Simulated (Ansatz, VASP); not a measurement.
## Cu: VASP beside Ansatz

```
Cu
1.0
     1.19326   -3.89996    0.00000
     1.19326    3.89996    0.00000
     0.00000    0.00000    2.43661
Cu
2
Direct
  0.13341 0.86659 0.25000
  0.86659 0.13341 0.75000
```

Alike in both runs: functional PBEsol; dispersion D3(BJ); k mesh 14 × 14 × 13; occupations methfessel-paxton of order 1, width 0.1 eV; no spin polarisation.

Ansatz relaxed the structure, and its values are those at the end. VASP's run is a single point on that final structure, the one shown.

|  | VASP | Ansatz |
| --- | --- | --- |
| version | VASP 6.6.1 | Ansatz 0.2.0 |
| potentials or method | VASP PAW PBE potentials, release 64 (Cu) | plane waves, PAW |
| plane-wave cutoff (eV) | 520 | 420 |
| valence electrons in the cell | 22 | 38 |

```csv
,VASP,Ansatz,Ansatz less VASP
pressure (GPa),0.7,0.0,-0.65
rms of the force components (eV/Å),0.003,0.001,-0.0026
dispersion energy (meV/atom),-546.1,-546.2,-0.15
```

The two sets of potentials don't hold the same shells in valence.

Caveats: the PAW data sets were made with another functional, which shifts forces and pressure a little (VASP); pairwise dispersion overbinds metals, which lowers pressure and volume.
